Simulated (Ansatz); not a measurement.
# Calculated records

**Quasiparticle gap of Te2Mo (layers cut from the bulk crystal)**

The cell holds 6 atoms: 4 Te and 2 Mo. Cell: a = 3.439 Å, b = 3.439 Å, c = 43.800 Å, α = 90.0°, β = 90.0°, γ = 120.0°. It derives from Te2Mo. Regions: layer 1, 3 atoms (2 Te and 1 Mo); layer 2, 3 atoms (2 Te and 1 Mo). Vacuum lies along c.

```yaml
method: G0W0 on HSE06, plane waves, PAW (and 1 further level or step)
program: Ansatz 0.2.0
settings_of_one_run: cutoff 420 eV, 9×9×1 k-mesh, default PAW, empty bands 473, screening cutoff 60 eV, screening contour deformation, QP bands (v2, c2)
cost: 2 runs, 71 s in all on 1 × NVIDIA GB200 with 32 threads of Arm Neoverse V2, shared host (the runs of this entry)
notes: In doubt: masses and optical values from hybrid runs of this build are listed as unsure (in some of the runs), which bears on the screening that GW takes from such a start. Values taken over the cell’s volume include its vacuum. The structure was relaxed with PBEsol-D3(BJ). Limits: coarse mesh for a sheet; no spin-orbit coupling.
hse06_gap_over_mesh_and_listed_points: 1.146 eV, from k = Γ to k = (0.222, 0.222, 0.000)
g0w0_hse06_gap_over_10_of_12_irreducible_mesh_points: 1.296 eV, from k = Γ to k = (0.222, 0.222, 0.000)
gw_settings: 9×9×1 mesh, 473 empty bands, screening to 60 eV
known_limits: finite bands, screening cutoff and k mesh; no spin-orbit coupling in G0W0
```

Over 10 of 12 irreducible mesh points the G0W0 gap is 1.296 eV, from k = Γ to k = (0.222, 0.222, 0.000). The HSE06 gap of this run on the mesh is 1.147 eV. The two states that bound the G0W0 gap lie that far apart at the start, so the correction of the gap is 1.296 − 1.147 = +0.149 eV. The valence state moves by −4.537 − (−4.831) = +0.294 eV and the conduction state by −3.241 − (−3.684) = +0.443 eV, on the run's own scale; how far single levels stand from their limit in bands is not shown.

**From HSE06 to G0W0: Te2Mo (layers cut from the bulk crystal)**

The cell holds 3 atoms: 2 Te and 1 Mo. Cell: a = 3.444 Å, b = 3.444 Å, c = 30.500 Å, α = 90.0°, β = 90.0°, γ = 120.0°. It derives from Te2Mo. Vacuum lies along c.

```xyz
3
Lattice="3.4442 0.0000 0.0000 -1.7221 2.9828 0.0000 0.0000 0.0000 30.5000" Properties=species:S:1:pos:R:3
Te    0.0000    1.9885   13.4343
Mo    1.7221    0.9943   15.2500
Te    0.0000    1.9885   17.0657
```

```yaml
method: G0W0 on HSE06, plane waves, PAW (and 1 further level or step)
program: Ansatz 0.2.0
settings_of_one_run: cutoff 420 eV, 9×9×1 k-mesh, default PAW, empty bands 330, screening cutoff 60 eV, screening contour deformation, QP bands (v2, c2)
cost: 2 runs, 33 s in all on 1 × NVIDIA GB200 with 32 threads of Arm Neoverse V2, shared host (the runs of this entry)
notes: In doubt: masses and optical values from hybrid runs of this build are listed as unsure (in some of the runs), which bears on the screening that GW takes from such a start. Values taken over the cell’s volume include its vacuum. The structure was relaxed with PBEsol-D3(BJ). Limits: coarse mesh for a sheet; no spin-orbit coupling.
hse06_gap_over_mesh_and_listed_points: 1.729 eV, from k = (0.333, 0.333, 0.000) to k = (0.167, 0.167, 0.000)
g0w0_hse06_gap_over_11_of_12_irreducible_mesh_points: 1.999 eV, from k = (0.333, 0.333, 0.000) to k = (0.111, 0.222, 0.000)
gw_settings: 9×9×1 mesh, 330 empty bands, screening to 60 eV
known_limits: finite bands, screening cutoff and k mesh; no spin-orbit coupling in G0W0
```

Over 11 of 12 irreducible mesh points the G0W0 gap is 1.999 eV, from k = (0.333, 0.333, 0.000) to k = (0.111, 0.222, 0.000). The HSE06 gap of this run on the mesh is 1.772 eV. Other states bound it: the two that bound the G0W0 gap lie 1.774 eV apart in HSE06, so state for state the correction is 1.999 − 1.774 = +0.225 eV, while gap against gap it is 1.999 − 1.772 = +0.227 eV. The valence state moves by −4.879 − (−5.138) = +0.259 eV and the conduction state by −2.881 − (−3.364) = +0.483 eV, on the run's own scale; how far single levels stand from their limit in bands is not shown.

[Paths, hosts, dates, memory and timing lines, banners, echoed tables and standing remarks are left out of the program output.]

[Logs are printed without paths, hosts, clocks, repeated set-up lines and the standing remarks that a program may print on its own settings, such as how far it seeks lower states.]

[Runs of the session that timed out or met a known fault of the program may be left out.]

[Cells called generated may have been cut or substituted from an entry of the Crystallography Open Database or the Materials Project.]

[Hosts, paths, dates, database ids (printed as entryN), source tags and the programs' standing remarks are cut or masked in the printed files.]
